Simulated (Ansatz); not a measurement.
## CsCl (Pm-3m)

These are results of DFT PBE, scalar-relativistic, plane waves, PAW (Ansatz), not measurements.

Settings: cutoff 420 eV, Γ-centred mesh 6×6×6 on the computed 2-atom cell, Gaussian smearing of 0.02 eV; no spin polarisation.

The structure is relaxed at this level of theory with its symmetry kept.

```yaml
crystal:
  lattice:
    - [4.20565, 0.00000, 0.00000]
    - [0.00000, 4.20565, 0.00000]
    - [0.00000, 0.00000, 4.20565]
  atoms:
    - { symbol: Cs, position: [0.00000, 0.00000, 0.00000] }
    - { symbol: Cl, position: [0.50000, 0.50000, 0.50000] }
```

| Property | Result |
| --- | --- |
| Space group | Pm-3m (No. 221) |
| Volume per atom | 37.19 Å³ |
| Formation energy from the elements' standard states (uncorrected) | -1.963 eV/atom |
| Kohn–Sham band gap | 5.01 eV, direct at Γ |
| Löwdin character of the top 1 eV of the valence band | Cl 3p 95 % |
| Electron masses at the edge by Cartesian direction of the standard setting (m_e; degenerate bands sorted by energy; no spin-orbit coupling) | x: 0.36; y: 0.36; z: 0.36 |
| Hole masses at the edge by Cartesian direction of the standard setting (m_e; degenerate bands sorted by energy; no spin-orbit coupling) | x: 5.0, 5.0, 0.64; y: 5.0, 5.0, 0.64; z: 5.0, 5.0, 0.64 |
| Bulk modulus | 14.4 GPa |
| Its pressure derivative | 5.1 |
| Electronic dielectric constant xx, yy, zz of the standard setting (independent particles) | 3.0, 3.0, 3.0 |
| Bader charges (e) | Cs (1 in the cell) 0.84, Cl (1 in the cell) -0.84 |

Spin-orbit coupling is left out, which matters for the bands of heavy elements.